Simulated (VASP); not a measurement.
# SeH2 in VASP: further runs

Aim: see how the results for SeH2 move with the level of theory and the settings. Levels: PBE+D4, PBE+D3(BJ). Tasks: single point.

All numbers are computed with VASP 6.6.1; they aren't measurements. Logs are shortened: lines on timing, memory, paths and dates and some standing lists are left out, and cuts for length are marked.

## 1. Starting point

The cell holds a molecule in a box, 3 atoms: a = 12.461 Å, b = 12.961 Å, c = 13.461 Å, α = 90.00°, β = 90.00°, γ = 90.00°.

## 2. Single point, PBE+D4

INCAR reads:

```
  PREC = Accurate
  ENCUT = 400
  EDIFF = 1E-6
  ISMEAR = 0
  SIGMA = 0.01
  LREAL = False
  LASPH = True
  NELM = 100
  ALGO = Fast
  ISIF = 2
  LWAVE = False
  LCHARG = False
  GGA = PE
  IVDW = 13
  ISYM = 0
```

KPOINTS reads:

```
regular mesh
0
Gamma
  1 1 1
```

POSCAR reads:

```
H2Se                                    
1.0
   12.4610690859      0.0000000000      0.0000000000
    0.0000000000     12.9610690859      0.0000000000
    0.0000000000      0.0000000000     13.4610690859
  Se              H             
     1     2
Selective dynamics
Direct
     0.5259833377999996    0.5086471596999971    0.4566967937999991   F   F   F
     0.5103882296961224    0.4238433876021522    0.5290054432803138   T   T   T
     0.4606292650394763    0.5785255011195436    0.5192798605642690   T   T   T
```

Potentials or basis: VASP PAW PBE potentials, release 64 (Se, H).

Started as:

```
> cat potpaw_PBE.64/Se/POTCAR potpaw_PBE.64/H/POTCAR > POTCAR
> mpirun -np 4 vasp_gam > vasp.out
```

OUTCAR:

```text
PREC = Accurate
   ENCUT = 400
   EDIFF = 1E-6
   ISMEAR = 0
   LREAL = False
   LASPH = True
   NELM = 100
   ISIF = 2
   GGA = PE
   IVDW = 13
   ISYM = 0

 ion  position               nearest neighbor table
   1  0.526  0.509  0.457-   3 1.48   2 1.48
   2  0.510  0.424  0.529-   1 1.48
   3  0.461  0.579  0.519-   1 1.48

IMPORTANT INFORMATION: All symmetrisations will be switched off!
NOSYMM: (Re-)initialisation of all symmetry stuff for point group C_1.

----------------------------------------------------------------------------------------

                                     Primitive cell

  volume of cell :    2174.0808

  direct lattice vectors                    reciprocal lattice vectors
    12.461069086  0.000000000  0.000000000     0.080249936  0.000000000  0.000000000
     0.000000000 12.961069086  0.000000000     0.000000000  0.077154129  0.000000000
     0.000000000  0.000000000 13.461069086     0.000000000  0.000000000  0.074288305

  length of vectors
    12.461069086 12.961069086 13.461069086     0.080249936  0.077154129  0.074288305

  position of ions in fractional coordinates (direct lattice)
     0.525983338  0.508647160  0.456696794
     0.510388230  0.423843388  0.529005443
     0.460629265  0.578525501  0.519279861

  ion indices of the primitive-cell ions
   primitive index   ion index
                 1           1
                 2           2
                 3           3

----------------------------------------------------------------------------------------

 KPOINTS: regular mesh

Automatic generation of k-mesh.
 Grid dimensions read from file:
 generate k-points for:    1    1    1

 Generating k-lattice:

  Cartesian coordinates                     Fractional coordinates (reciprocal lattice)
     0.080249936  0.000000000  0.000000000     1.000000000  0.000000000  0.000000000
     0.000000000  0.077154129  0.000000000     0.000000000  1.000000000  0.000000000
     0.000000000  0.000000000  0.074288305     0.000000000  0.000000000  1.000000000

  Length of vectors
     0.080249936  0.077154129  0.074288305

  Shift w.r.t. Gamma in fractional coordinates (k-lattice)
     0.000000000  0.000000000  0.000000000

 Subroutine IBZKPT returns following result:
 ===========================================

 Found      1 irreducible k-points:

 Following reciprocal coordinates:
            Coordinates               Weight
  0.000000  0.000000  0.000000      1.000000
   k-points           NKPTS =      1   k-points in BZ     NKDIM =      1   number of bands    NBANDS=      8
   number of dos      NEDOS =    301   number of ions     NIONS =      3
   total plane-waves  NPLWV = 680400
   dimension x,y,z NGX =    84 NGY =   90 NGZ =   90
   dimension x,y,z NGXF=   168 NGYF=  180 NGZF=  180
   ions per type =               1   2
   NGX,Y,Z   is equivalent  to a cutoff of  11.21, 11.54, 11.12 a.u.
   NGXF,Y,Z  is equivalent  to a cutoff of  22.41, 23.09, 22.23 a.u.
 SYSTEM =  unknown system
   PREC   = accura    normal or accurate (medium, high low for compatibility)
   ISTART =      0    job   : 0-new  1-cont  2-samecut
   ICHARG =      2    charge: 1-file 2-atom 10-const
   ISPIN  =      1    spin polarized calculation?
   LNONCOLLINEAR =      F non collinear calculations
   LSORBIT =      F    spin-orbit coupling
   LASPH  =      T    aspherical Exc in radial PAW
   ENCUT  =  400.0 eV  29.40 Ry    5.42 a.u.  20.32 21.14 21.95*2*pi/ulx,y,z
   NELM   =    100;   NELMIN=  2; NELMDL= -5     # of ELM steps
   EDIFF  = 0.1E-05   stopping-criterion for ELM
   LREAL  =      F    real-space projection
   EDIFFG = 0.1E-04   stopping-criterion for IOM
   NSW    =      0    number of steps for IOM
   IBRION =     -1    ionic relax: 0-MD 1-quasi-New 2-CG
   NFREE  =      0    steps in history (QN), initial steepest desc. (CG)
   ISIF   =      2    stress and relaxation
   ISYM   =      0    0-nonsym 1-usesym 2-fastsym
   POTIM  = 0.5000    time-step for ionic-motion
   TEBEG  =    0.0;   TEEND  =   0.0 temperature during run
   PSTRESS=    0.0 pullay stress
   NELECT =       8.0000    total number of electrons
   NUPDOWN=      -1.0000    fix difference up-down
   EMIN   =  10.00;   EMAX   =-10.00  energy-range for DOS
   EFERMI =   0.00;   METHOD = LEGACY
   ISMEAR =     0;   SIGMA  =   0.01  broadening in eV -4-tet -1-fermi 0-gaus
   EFERMI_NEDOS =   21; number of points for ismear=-14 and -15
   IALGO  =     68    algorithm
   IMIX   =      4    mixing-type and parameters
     AMIX     =   0.40;   BMIX     =  1.00
     AMIX_MAG =   1.60;   BMIX_MAG =  1.00
  volume/ion in A,a.u.               =     724.69      4890.47
  Fermi-wavevector in a.u.,A,eV,Ry     =   0.252743  0.477616  0.869129  0.063879
  Thomas-Fermi vector in A             =   1.071997
   LORBIT       =      0    0 simple, 1 ext, 2 COOP (PROOUT), +10 PAW based schemes
   GGA     = PE    functional components
   LHFCALC =     F    Hartree Fock is set to
   AEXX    =    0.0000 exact exchange contribution
   IVDW    =    13    specifies the selected vdW correction
   LEPSILON=     F    determine dielectric tensor
   LRPA    =     F    only Hartree local field effects (RPA)
 non-spin polarized calculation
 RMM-DIIS sequential band-by-band and
 Gauss-broadening in eV      SIGMA  =   0.01
  energy-cutoff  :      400.00
  volume of cell :     2174.08
 maximum number of plane-waves:     19751
 NGX is ok and might be reduce to    84
   NGX = 41   NGY = 43   NGZ = 43

 number of electron       8.0000000 magnetization

 Free energy of the ion-electron system (eV)
  ---------------------------------------------------
  ext. energy  EPLUGINS =         0.00000000
  ---------------------------------------------------
  free energy    TOTEN  =       -10.11364046 eV

  energy without entropy =      -10.11364046  energy(sigma->0) =      -10.11364046

 E-fermi :  -5.7538     XC(G=0):  -0.4382

 val. band max:       -5.8245838451   @ k =   0.0000   0.0000   0.0000
 cond. band min:      -1.0363038434   @ k =   0.0000   0.0000   0.0000
 fundamental gap:      4.7882800017
 Fermi energy:        -5.7538456757

 k-point     1 :       0.0000    0.0000    0.0000
  band No.  band energies     occupation
      1     -18.1230      2.00000
      2     -10.1576      2.00000
      3      -8.7729      2.00000
      4      -5.8246      2.00000
      5      -1.0363      0.00000
      6      -0.8841      0.00000
      7       0.2096      0.00000
      8       0.5545      0.00000

------------------------ aborting loop because EDIFF is reached ----------------------------------------

  DFT-D4 for vdW energy calculation

  Edisp (eV):   -0.01824

  FORCE on cell =-STRESS in cart. coord.  units (eV):
  Direction    XX          YY          ZZ          XY          YZ          ZX
  --------------------------------------------------------------------------------------
  -------------------------------------------------------------------------------------
  Total      -0.11039    -0.12965    -0.09577     0.00493    -0.00123    -0.01320
  in kB      -0.08135    -0.09555    -0.07057     0.00363    -0.00091    -0.00973
  external pressure =       -0.08 kB  Pullay stress =        0.00 kB

 VOLUME and BASIS-vectors are now :
 -----------------------------------------------------------------------------
  energy-cutoff  :      400.00
  volume of cell :     2174.08
      direct lattice vectors                 reciprocal lattice vectors
    12.461069086  0.000000000  0.000000000     0.080249936  0.000000000  0.000000000
     0.000000000 12.961069086  0.000000000     0.000000000  0.077154129  0.000000000
     0.000000000  0.000000000 13.461069086     0.000000000  0.000000000  0.074288305

 POSITION                                       TOTAL-FORCE (eV/Angst)
 -----------------------------------------------------------------------------------
      6.55431      6.59261      6.14763         0.010643      0.001577     -0.017751
      6.35998      5.49346      7.12098        -0.007853      0.009052      0.008162
      5.73993      7.49831      6.99006        -0.002790     -0.010629      0.009589
 -----------------------------------------------------------------------------------
    total drift:                               -0.000306     -0.000289      0.000549

  FREE ENERGIE OF THE ION-ELECTRON SYSTEM (eV)
  ---------------------------------------------------
  free  energy   TOTEN  =       -10.1318772795 eV

  energy  without entropy=      -10.1318772795  energy(sigma->0) =      -10.13187728
```

Run time: 24 s. Hardware: 4 MPI ranks of Intel Xeon 6975P-C (Granite Rapids), shared host; peak memory 0.43 GiB.

Results:

```
Free energy                     : -10.1319 eV
Largest force                   : 0.021 eV/Å
Gap between the frontier levels : 4.79 eV
Dispersion energy per atom      : -0.006 eV
```

Forces on the atoms (eV/Å):
```
Se   0.011  0.002 -0.018
H   -0.008  0.009  0.008
H   -0.003 -0.011  0.010
```

## 3. Single point, PBE+D3(BJ)

Changes to INCAR since step 2:

```diff
@@ -1,3 +1,3 @@
   PREC = Accurate
-  ENCUT = 400
+  ENCUT = 520
   EDIFF = 1E-6
@@ -13,3 +13,3 @@
   GGA = PE
-  IVDW = 13
+  IVDW = 12
   ISYM = 0
```

KPOINTS is that of step 2.

POSCAR is that of step 2.

Potentials or basis: VASP PAW PBE potentials, release 64 (Se, H).

Started as:

```
> cat potpaw_PBE.64/Se/POTCAR potpaw_PBE.64/H/POTCAR > POTCAR
> mpirun -np 4 vasp_gam > vasp.out
```

Wall time 34 s (4 MPI ranks of Intel Xeon 6975P-C (Granite Rapids), shared host); peak memory 0.54 GiB.

Results (log left out):

| Property | Result |
| --- | --- |
| Free energy | -10.1441 eV |
| Largest force | 0.020 eV/Å |
| Gap between the frontier levels | 4.79 eV |
| Dispersion energy per atom | -0.008 eV |

Forces on the atoms (eV/Å):
```
Se   0.001  0.000 -0.001
H   -0.006  0.019 -0.001
H    0.005 -0.019  0.002
```

Levels at points of the mesh, in eV from the valence-band top:
| k point | band 2 | band 3 | band 4 | band 5 | band 6 | band 7 |
| --- | --- | --- | --- | --- | --- | --- |
| (0.00, 0.00, 0.00) | -4.33 | -2.95 | 0.00 | 4.79 | 4.94 | 6.04 |

A hybrid or GW would open this gap; PBE tends to underestimate it.

## 4. Single point, PBE+D3(BJ)

Changes to INCAR since step 3:

```diff
@@ -1,3 +1,3 @@
   PREC = Accurate
-  ENCUT = 520
+  ENCUT = 250
   EDIFF = 1E-6
```

KPOINTS is that of step 3.

POSCAR is that of step 3.

Started as:

```
> cat potpaw_PBE.64/Se/POTCAR potpaw_PBE.64/H/POTCAR > POTCAR
> mpirun -np 4 vasp_gam > vasp.out
```

Run time: 9.8 s. Hardware: 4 MPI ranks of Intel Xeon 6975P-C (Granite Rapids), shared host; peak memory 0.26 GiB.

The run converged. Its results:

```
Free energy                     : -10.0944 eV
Largest force                   : 0.182 eV/Å
Gap between the frontier levels : 4.78 eV
Dispersion energy per atom      : -0.008 eV
```

Forces on the atoms (eV/Å):
```
Se   0.088  0.017 -0.158
H   -0.022 -0.081  0.084
H   -0.067  0.065  0.074
```

Levels at points of the mesh, in eV from the valence-band top:
```csv
k point,band 1,band 2,band 3,band 4,band 5,band 6,band 7,band 8
"(0.00, 0.00, 0.00)",-12.30,-4.32,-2.94,0.00,4.78,4.95,6.02,6.37
```

Caveat: the cutoff is under 1.25 times the usual one of these potentials, so pressure, stress and relaxed cells hold a basis-set (Pulay) error.

## 5. The runs side by side

| level | cutoff (eV) | gap on the mesh (eV) | largest force (eV/Å) |
| --- | --- | --- | --- |
| PBE+D4 | 400 | 4.79 | 0.02 |
| PBE+D3(BJ) | 520 | 4.79 | 0.02 |
| PBE+D3(BJ) | 250 | 4.78 | 0.18 |

Alike in all rows: task single point; potentials or basis VASP PAW PBE potentials, release 64 (Se, H); no spin polarisation; cell as given; k mesh 1 × 1 × 1; smearing gaussian 0.01 eV.

On the cell as given the gap runs from 4.78 eV (PBE+D3(BJ)) to 4.79 eV (PBE+D3(BJ)).

Caveats: the cutoff is under 1.25 times the usual one of these potentials, so pressure, stress and relaxed cells hold a basis-set (Pulay) error (some runs).

Total energies depend on the potentials used, so only differences within one code and one set of settings carry meaning.
